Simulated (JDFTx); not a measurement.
**C under changes of volume**

One of the cells (5.672 Å³/atom); the others are scaled copies at fixed shape and fractional positions:

```xyz
2
Lattice="0.0000 1.7834 1.7834 1.7834 0.0000 1.7834 1.7834 1.7834 0.0000" Properties=species:S:1:pos:R:3 pbc="T T T"
C     2.6751    2.6751    2.6751
C     1.7834    1.7834    1.7834
```

This isn't the form of C at room conditions, which is graphite.

```yaml
Program: JDFTx 1.7.0 (patched build)
Functional: LDA
Potentials_or_basis: PseudoDojo-SR-LDA-0.4.1-standard
Cutoff: 1116 eV
Density_cutoff: 8925 eV
k_mesh: 13 × 13 × 13
Occupations: fermi-dirac, width 0.05 eV
Spin: no spin polarisation
```

```csv
volume (Å³/atom),energy over the lowest point (meV/atom),pressure (GPa),gap on the mesh (eV)
5.332,?,?,?
5.445,1.94,7.5,4.25
5.558,0.00,-2.3,4.20
5.672,4.68,-11.2,4.15
5.785,15.38,-19.3,4.10
5.899,31.55,-26.7,4.06
6.012,52.69,-33.4,4.01
```

Question: What does the run at 5.332 Å³/atom give?

Answer: Energy over the lowest point 11.16 meV/atom; pressure 18.3 GPa; gap on the mesh 4.31 eV.

Worked out: A Birch-Murnaghan fit of order 3 (a polynomial in V^(-2/3)) to the other rows has its minimum at 5.53 Å³/atom with B0 = V·E''(V) = 464 GPa and B' = 3.5. It gives 11.05 meV/atom at 5.332 Å³/atom, against the run's 11.16, and -dE/dV = 18.3 GPa, against 18.3. A straight line through the other rows of the gap, of slope -2.41 eV per unit of ln V, extrapolates to 4.30 eV, against the run's 4.31.

Energies are extrapolated to zero smearing.

Caveats: an odd mesh through Γ misses points on the zone boundary, where band edges often lie; the cell as given lies far from equilibrium (some runs).
